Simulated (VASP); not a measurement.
# HgTe (I-4m2) in VASP: settings compared

One crystal, HgTe, is run at these levels: PBE, PBEsol; tasks: single point, relaxation of cell and atoms.

Everything below comes from runs of VASP 6.6.1. Logs are shortened: lines on timing, memory, paths and dates and some standing lists are left out, and cuts for length are marked.

**1. The structure**

It takes space group I-4m2 (No. 119, tetragonal). The conventional cell has a = 6.091 Å, b = 6.091 Å, c = 3.119 Å, α = 90.00°, β = 90.00°, γ = 90.00°. Hg (site symmetry -4m2) has 2 Hg at 3.12 Å and 4 Te at 3.14 Å as nearest neighbours. Around Te (site symmetry -4m2) lie 2 Te at 3.12 Å and 4 Hg at 3.14 Å.

Measurements of this composition are mostly on another form, of space group No. 216.

**2. Single point, PBE**

Input file INCAR:

```
PREC = Accurate
ENCUT = 500
EDIFF = 1E-6
ISMEAR = 0
SIGMA = 0.02
LREAL = False
LASPH = True
NELM = 60
ALGO = Normal
ISIF = 2
LWAVE = False
LCHARG = True
GGA = PE
LELF = True
LVHAR = True
NBANDS = 20
```

Input file KPOINTS:

```
Automatic mesh
0
Gamma
  4 4 4
```

Input file POSCAR:

```
HgTe
1.0
   -3.0456030000      3.0456030000      1.5594100000
    3.0456030000     -3.0456030000      1.5594100000
    3.0456030000      3.0456030000     -1.5594100000
Hg Te
1 1
Direct
    0.7500000000      0.2500000000      0.5000000000
    0.0000000000      0.0000000000      0.0000000000
```

Potentials or basis: VASP PAW PBE potentials, release 64 (Hg_sv_GW, Te_GW).

Command:

```sh
$ cat potpaw_PBE.64/Hg_sv_GW/POTCAR potpaw_PBE.64/Te_GW/POTCAR > POTCAR
$ mpirun -np 1 vasp_std > vasp.out
```

OUTCAR:

```text
PREC = Accurate
   ENCUT = 500
   EDIFF = 1E-6
   ISMEAR = 0
   LREAL = False
   LASPH = True
   NELM = 60
   ISIF = 2
   GGA = PE

 ion  position               nearest neighbor table
   1  0.750  0.250  0.500-   2 3.14   2 3.14   2 3.14   2 3.14
   2  0.000  0.000  0.000-   1 3.14   1 3.14   1 3.14   1 3.14

  LATTYP: Found a body centered tetragonal cell.
 ALAT       =     6.0912060000
 C/A-ratio  =     0.5120201156

  Lattice vectors:

 A1 = (  -3.0456030000,   3.0456030000,   1.5594100000)
 A2 = (   3.0456030000,  -3.0456030000,   1.5594100000)
 A3 = (   3.0456030000,   3.0456030000,  -1.5594100000)

Analysis of symmetry for initial positions (statically):
=====================================================================
 Subroutine PRICEL returns:
 Original cell was already a primitive cell.

 Routine SETGRP: Setting up the symmetry group for a
 body centered tetragonal supercell.

 Subroutine GETGRP returns: Found  8 space group operations
 (whereof  8 operations were pure point group operations)
 out of a pool of 16 trial point group operations.

The static configuration has the point symmetry D_2d.

Analysis of symmetry for dynamics (positions and initial velocities):
=====================================================================
 Subroutine PRICEL returns:
 Original cell was already a primitive cell.

 Routine SETGRP: Setting up the symmetry group for a
 body centered tetragonal supercell.

 Subroutine GETGRP returns: Found  8 space group operations
 (whereof  8 operations were pure point group operations)
 out of a pool of 16 trial point group operations.

The dynamic configuration has the point symmetry D_2d.

 Subroutine INISYM returns: Found  8 space group operations
 (whereof  8 operations are pure point group operations),
 and found     1 'primitive' translations

----------------------------------------------------------------------------------------

                                     Primitive cell

  volume of cell :      57.8585

  direct lattice vectors                    reciprocal lattice vectors
    -3.045603000  3.045603000  1.559410000     0.000000000  0.164171102  0.320634086
     3.045603000 -3.045603000  1.559410000     0.164171102  0.000000000  0.320634086
     3.045603000  3.045603000 -1.559410000     0.164171102  0.164171102  0.000000000

  length of vectors
     4.580737366  4.580737366  4.580737366     0.360219888  0.360219888  0.232172999

  position of ions in fractional coordinates (direct lattice)
     0.750000000  0.250000000  0.500000000
     0.000000000  0.000000000  0.000000000

  ion indices of the primitive-cell ions
   primitive index   ion index
                 1           1
                 2           2

----------------------------------------------------------------------------------------

 KPOINTS: Automatic mesh

Automatic generation of k-mesh.
 Grid dimensions read from file:
 generate k-points for:    4    4    4

 Generating k-lattice:

  Cartesian coordinates                     Fractional coordinates (reciprocal lattice)
     0.000000000  0.041042775  0.080158521     0.250000000  0.000000000  0.000000000
     0.041042775  0.000000000  0.080158521     0.000000000  0.250000000  0.000000000
     0.041042775  0.041042775  0.000000000     0.000000000  0.000000000  0.250000000

  Length of vectors
     0.090054972  0.090054972  0.058043250

  Shift w.r.t. Gamma in fractional coordinates (k-lattice)
     0.000000000  0.000000000  0.000000000

 Subroutine IBZKPT returns following result:
 ===========================================

 Found     13 irreducible k-points:

 Following reciprocal coordinates:
            Coordinates               Weight
  0.000000  0.000000  0.000000      1.000000
  0.250000  0.000000  0.000000      8.000000
  0.500000  0.000000  0.000000      4.000000
  0.250000  0.250000  0.000000      8.000000
  0.500000  0.250000  0.000000     16.000000
 -0.250000  0.250000  0.000000      4.000000
  0.500000  0.500000  0.000000      2.000000
  0.250000  0.250000  0.250000      2.000000
 -0.250000  0.250000  0.250000      4.000000
  0.500000  0.500000  0.250000      4.000000
 -0.250000  0.500000  0.250000      8.000000
 -0.250000 -0.250000  0.250000      2.000000
  0.500000  0.500000  0.500000      1.000000
   k-points           NKPTS =     13   k-points in BZ     NKDIM =     13   number of bands    NBANDS=     20
   number of dos      NEDOS =    301   number of ions     NIONS =      2
   total plane-waves  NPLWV =  46656
   dimension x,y,z NGX =    36 NGY =   36 NGZ =   36
   dimension x,y,z NGXF=    72 NGYF=   72 NGZF=   72
   ions per type =               1   1
   NGX,Y,Z   is equivalent  to a cutoff of  13.07, 13.07, 13.07 a.u.
   NGXF,Y,Z  is equivalent  to a cutoff of  26.13, 26.13, 26.13 a.u.
 SYSTEM =  unknown system
   PREC   = accura    normal or accurate (medium, high low for compatibility)
   ISTART =      0    job   : 0-new  1-cont  2-samecut
   ICHARG =      2    charge: 1-file 2-atom 10-const
   ISPIN  =      1    spin polarized calculation?
   LNONCOLLINEAR =      F non collinear calculations
   LSORBIT =      F    spin-orbit coupling
   LASPH  =      T    aspherical Exc in radial PAW
   ENCUT  =  500.0 eV  36.75 Ry    6.06 a.u.   8.35  8.35  8.35*2*pi/ulx,y,z
   NELM   =     60;   NELMIN=  2; NELMDL= -5     # of ELM steps
   EDIFF  = 0.1E-05   stopping-criterion for ELM
   LREAL  =      F    real-space projection
   EDIFFG = 0.1E-04   stopping-criterion for IOM
   NSW    =      0    number of steps for IOM
   IBRION =     -1    ionic relax: 0-MD 1-quasi-New 2-CG
   NFREE  =      0    steps in history (QN), initial steepest desc. (CG)
   ISIF   =      2    stress and relaxation
   ISYM   =      2    0-nonsym 1-usesym 2-fastsym
   POTIM  = 0.5000    time-step for ionic-motion
   TEBEG  =    0.0;   TEEND  =   0.0 temperature during run
   PSTRESS=    0.0 pullay stress
   NELECT =      26.0000    total number of electrons
   NUPDOWN=      -1.0000    fix difference up-down
   EMIN   =  10.00;   EMAX   =-10.00  energy-range for DOS
   EFERMI =   0.00;   METHOD = LEGACY
   ISMEAR =     0;   SIGMA  =   0.02  broadening in eV -4-tet -1-fermi 0-gaus
   EFERMI_NEDOS =   21; number of points for ismear=-14 and -15
   IALGO  =     38    algorithm
   IMIX   =      4    mixing-type and parameters
     AMIX     =   0.40;   BMIX     =  1.00
     AMIX_MAG =   1.60;   BMIX_MAG =  1.00
  volume/ion in A,a.u.               =      28.93       195.22
  Fermi-wavevector in a.u.,A,eV,Ry     =   1.253941  2.369604 21.393354  1.572367
  Thomas-Fermi vector in A             =   2.387769
   LORBIT       =      0    0 simple, 1 ext, 2 COOP (PROOUT), +10 PAW based schemes
   GGA     = PE    functional components
   LHFCALC =     F    Hartree Fock is set to
   AEXX    =    0.0000 exact exchange contribution
   IVDW    =     0    specifies the selected vdW correction
   LEPSILON=     F    determine dielectric tensor
   LRPA    =     F    only Hartree local field effects (RPA)
 non-spin polarized calculation
 Gauss-broadening in eV      SIGMA  =   0.02
  energy-cutoff  :      500.00
  volume of cell :       57.86
 maximum number of plane-waves:      1501
 NGX is ok and might be reduce to    36
   NGX = 17   NGY = 17   NGZ = 17

 number of electron      25.9999994 magnetization

 Free energy of the ion-electron system (eV)
  ---------------------------------------------------
  ext. energy  EPLUGINS =         0.00000000
  ---------------------------------------------------
  free energy    TOTEN  =        -3.26761941 eV

  energy without entropy =       -3.26673872  energy(sigma->0) =       -3.26717907

 E-fermi :   5.3860     XC(G=0): -10.0162

 val. band max:        5.3842186017   @ k =  -0.2500  -0.2500   0.2500
 cond. band min:       5.3966281370   @ k =  -0.2500   0.2500   0.0000
 fundamental gap:      0.0124095353
 Fermi energy:         5.3859651321

 k-point     1 :       0.0000    0.0000    0.0000
  band No.  band energies     occupation
      1    -109.1824      2.00000
      2     -57.5403      2.00000
      3     -57.5224      2.00000
      4     -57.5224      2.00000
      5      -6.5726      2.00000
      6      -1.8086      2.00000
[... 12 lines left out ...]
     19      15.9983      0.00000
     20      16.8936      0.00000

 k-point     2 :       0.2500    0.0000    0.0000
  band No.  band energies     occupation
      1    -109.1821      2.00000
      2     -57.5541      2.00000
      3     -57.5211      2.00000
      4     -57.5211      2.00000
      5      -5.6303      2.00000
      6      -1.0989      2.00000
[... 12 lines left out ...]
     19      14.4869      0.00000
     20      15.3868      0.00000

 k-point     3 :       0.5000    0.0000    0.0000
  band No.  band energies     occupation
      1    -109.1817      2.00000
      2     -57.5682      2.00000
      3     -57.5202      2.00000
      4     -57.5198      2.00000
      5      -4.1452      2.00000
      6      -1.3777      2.00000
[... 12 lines left out ...]
     19      15.6019      0.00000
     20      16.0683      0.00000

 k-point     4 :       0.2500    0.2500    0.0000
  band No.  band energies     occupation
      1    -109.1817      2.00000
      2     -57.5681      2.00000
      3     -57.5199      2.00000
      4     -57.5199      2.00000
      5      -4.1441      2.00000
      6      -1.4128      2.00000
[... 12 lines left out ...]
     19      15.2401      0.00000
     20      15.9128      0.00000

 k-point     5 :       0.5000    0.2500    0.0000
  band No.  band energies     occupation
      1    -109.1821      2.00000
      2     -57.5541      2.00000
      3     -57.5211      2.00000
      4     -57.5209      2.00000
      5      -5.3317      2.00000
      6      -1.1718      2.00000
[... 12 lines left out ...]
     19      15.6600      0.00000
     20      16.8214      0.00000
[... 100 lines left out ...]
      6      -1.8450      2.00000
[... 12 lines left out ...]
     19      16.9041      0.00000
     20      18.0401      0.00000

 k-point    11 :      -0.2500    0.5000    0.2500
  band No.  band energies     occupation
      1    -109.1821      2.00000
      2     -57.5543      2.00000
      3     -57.5211      2.00000
      4     -57.5210      2.00000
      5      -5.2295      2.00000
      6      -1.1461      2.00000
[... 12 lines left out ...]
     19      16.6831      0.00000
     20      17.4430      0.00000

 k-point    12 :      -0.2500   -0.2500    0.2500
  band No.  band energies     occupation
      1    -109.1817      2.00000
      2     -57.5680      2.00000
      3     -57.5198      2.00000
      4     -57.5198      2.00000
      5      -4.2134      2.00000
      6      -1.3624      2.00000
[... 12 lines left out ...]
     19      17.6812      0.00000
     20      17.8347      0.00000

 k-point    13 :       0.5000    0.5000    0.5000
  band No.  band energies     occupation
      1    -109.1824      2.00000
      2     -57.5400      2.00000
      3     -57.5218      2.00000
      4     -57.5218      2.00000
      5      -5.9468      2.00000
      6      -1.8458      2.00000
[... 12 lines left out ...]
     19      19.1376      0.00000
     20      19.1400      0.00000

------------------------ aborting loop because EDIFF is reached ----------------------------------------

  FORCE on cell =-STRESS in cart. coord.  units (eV):
  Direction    XX          YY          ZZ          XY          YZ          ZX
  --------------------------------------------------------------------------------------
  -------------------------------------------------------------------------------------
  Total       -1.8050022     -1.8050022      2.6859067      0.0000000      0.0000000      0.0000000
  in kB      -49.9828967    -49.9828967     74.3763074      0.0000000      0.0000000      0.0000000
  external PRESSURE =      -8.5298287 kB  Pullay stress =       0.0000000 kB

 VOLUME and BASIS-vectors are now :
 -----------------------------------------------------------------------------
  energy-cutoff  :      500.00
  volume of cell :       57.86
      direct lattice vectors                 reciprocal lattice vectors
    -3.045603000  3.045603000  1.559410000     0.000000000  0.164171102  0.320634086
     3.045603000 -3.045603000  1.559410000     0.164171102  0.000000000  0.320634086
     3.045603000  3.045603000 -1.559410000     0.164171102  0.164171102  0.000000000

 POSITION                                       TOTAL-FORCE (eV/Angst)
 -----------------------------------------------------------------------------------
      0.00000      3.04560      0.77970        -0.000000      0.000000     -0.000000
      0.00000      0.00000      0.00000         0.000000     -0.000000      0.000000
 -----------------------------------------------------------------------------------
    total drift:                               -0.000000      0.000000     -0.000000

  FREE ENERGIE OF THE ION-ELECTRON SYSTEM (eV)
  ---------------------------------------------------
  free  energy   TOTEN  =        -3.2676194098 eV

  energy  without entropy=       -3.2667387235  energy(sigma->0) =       -3.26717907
```

Run time: 46 s. Hardware: 1 thread of AMD EPYC 7R13 (Zen 3), shared host; peak memory 0.18 GiB.

What came out:

- Free energy: -3.2676 eV
- Pressure: -0.9 GPa
- Band gap on the k mesh: none (metal or under the smearing width)

Caveat: the k mesh is coarse (spacing up to 0.57 Å⁻¹), so the values aren't converged. The run has no spin-orbit coupling, so splittings on Hg, Te are missing.

**3. Relaxation of cell and atoms, PBEsol**

Input file INCAR:

```
  PREC = Accurate
  ENCUT = 600
  EDIFF = 1E-6
  ISMEAR = -1
  SIGMA = 0.05
  LREAL = F
  LASPH = T
  NELM = 60
  ALGO = Normal
  ISIF = 3
  LWAVE = F
  LCHARG = F
  GGA = PS
  IBRION = 2
  NSW = 40
  EDIFFG = -0.01
```

Input file KPOINTS:

```
regular mesh
0
Gamma
  8 8 8
```

POSCAR is that of step 2.

Potentials or basis: VASP PAW PBE potentials, release 64 (Hg, Te).

Command:

```sh
$ cat potpaw_PBE.64/Hg/POTCAR potpaw_PBE.64/Te/POTCAR > POTCAR
$ mpirun -np 1 vasp_std > vasp.out
```

Wall time 2.8 min (1 thread of Intel Xeon Platinum 8488C (Sapphire Rapids), shared host); peak memory 0.28 GiB.

It converged, with:

```
Free energy                            : -4.1853 eV
Relaxed volume                         : 26.67 Å³/atom
Relaxed cell                           : a = 4.441 Å, b = 4.441 Å, c = 4.441 Å, α = 96.87°, β = 96.87°, γ = 139.55°
Space group after relaxing (to 0.05 Å) : I-4m2 (No. 119)
Energy gained by relaxing              : 28.6 meV/atom
Ionic steps                            : 8
Pressure after relaxing                : 0.0 GPa
Band gap on the k mesh                 : none (metal or under the smearing width)
```

The path:
```csv
step,energy change (eV),largest force (eV/Å),pressure (GPa),volume (Å³)
1,0.0000,0.0000,-3.58,57.86
2,-0.0541,0.0000,0.87,52.62
3,-0.0560,0.0000,0.11,53.34
4,-0.0559,0.0000,0.02,53.43
5,-0.0572,0.0000,-0.05,53.41
6,-0.0572,0.0000,-0.06,53.41
7,-0.0572,0.0000,-0.06,53.41
8,-0.0573,0.0000,0.00,53.34
```

Final structure:
```
Hg Te
1.0
    -2.94691    2.94691    1.53558
     2.94691   -2.94691    1.53558
     2.94691    2.94691   -1.53558
Hg Te
1 1
Direct
  0.75000 0.25000 0.50000
  0.00000 0.00000 0.00000
```

Levels at points of the mesh, in eV from the Fermi level:
```tsv
k point	band 5	band 6	band 7	band 8	band 9	band 10	band 11	band 12	band 13
(0.00, 0.00, 0.00)	-6.46	-6.46	-3.47	-2.77	-2.77	3.50	4.43	7.19	7.19
(0.50, 0.00, 0.00)	-6.71	-6.54	-4.89	-2.18	-1.39	-0.41	3.35	3.51	5.94
(0.50, 0.50, 0.00)	-6.43	-6.42	-6.38	-0.91	1.79	1.80	2.74	3.35	8.72
(0.50, 0.50, 0.50)	-6.42	-6.30	-4.94	-4.94	-4.74	3.08	7.00	8.61	8.61
```

Caveat: the PAW data sets were made with another functional, which shifts forces and pressure a little.

**4. For comparison**

An earlier run on the cell as given: functional PBE; potentials or basis VASP PAW PBE potentials, release 64 (Hg, Te); cutoff 520 eV; k mesh 10 × 10 × 10; occupations fermi-dirac, width 0.05 eV; no spin polarisation.

* Pressure: 0.0 GPa
* Band gap on the k mesh: none (metal or under the smearing width)

**5. Summary**

```tsv
task	level	potentials or basis	cell	k mesh	cutoff (eV)	smearing	ladder	mesh quality	gap on the mesh (eV)	pressure (GPa)
single point	PBE	VASP PAW PBE potentials, release 64 (Hg_sv_GW, Te_GW)	as given	4 × 4 × 4	500	gaussian 0.02 eV	-	coarse	none	-0.9
relaxation of cell and atoms	PBEsol	VASP PAW PBE potentials, release 64 (Hg, Te)	relaxed	8 × 8 × 8	600	fermi-dirac 0.05 eV	gaps	not flagged	none	0.0
single point	PBE	VASP PAW PBE potentials, release 64 (Hg, Te)	as given	10 × 10 × 10	520	fermi-dirac 0.05 eV	-	not flagged	none	0.0
```

Alike in all rows: no spin polarisation.

Caveats: some runs use coarse meshes; the PAW data sets were made with another functional, which shifts forces and pressure a little (some runs).

Absolute energies hang on the potentials; compare differences alone.
